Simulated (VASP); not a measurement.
Write the native input for VASP 6.6.1 that does the following.

* Task: electron localisation function
* Functional: rSCAN
* Potentials or basis: VASP PAW PBE potentials, release 64 (Pb_d)
* Cutoff: 520 eV
* k mesh: 9 × 9 × 5
* Occupations: methfessel-paxton, width 0.1 eV
* Spin: no spin polarisation
* Further INCAR settings: ALGO = Normal; EDIFF = 1e-07

The structure of Pb lies in POSCAR:

```
Pb
1.0
    3.4800000000      0.0000000000      0.0000000000
   -1.7400000000      3.0137684052      0.0000000000
    0.0000000000      0.0000000000      5.5900000000
Pb
2
Cartesian
    1.7400000002      1.0045894683      4.1925000000
   -0.0000000002      2.0091789369      1.3975000000
```

This isn't the form of Pb at room conditions, which is fcc.

One way to write it, as run:

INCAR

```
PREC = Accurate
ENCUT = 520
EDIFF = 1E-7
ISMEAR = 1
SIGMA = 0.1
LREAL = False
LASPH = True
NELM = 60
ALGO = Normal
ISIF = 2
LWAVE = False
LCHARG = True
METAGGA = RSCAN
LMIXTAU = True
LELF = True
```

KPOINTS

```
regular mesh
0
Gamma
  9 9 5
```

Potentials or basis: VASP PAW PBE potentials, release 64 (Pb_d).

Command:

```bash
$ cat potpaw_PBE.64/Pb_d/POTCAR > POTCAR
$ mpirun -np 1 vasp_std > vasp.out
```

It gave:

```
Pressure               : 2.9 GPa
Band gap on the k mesh : none (metal or under the smearing width)
```

Caveat: the PAW data sets were made with another functional, which shifts forces and pressure a little.

It took 2.3 min on 1 thread of Intel(R) Xeon(R) Platinum 8488C (Sapphire Rapids), with other jobs on the host, peak memory 0.19 GiB.
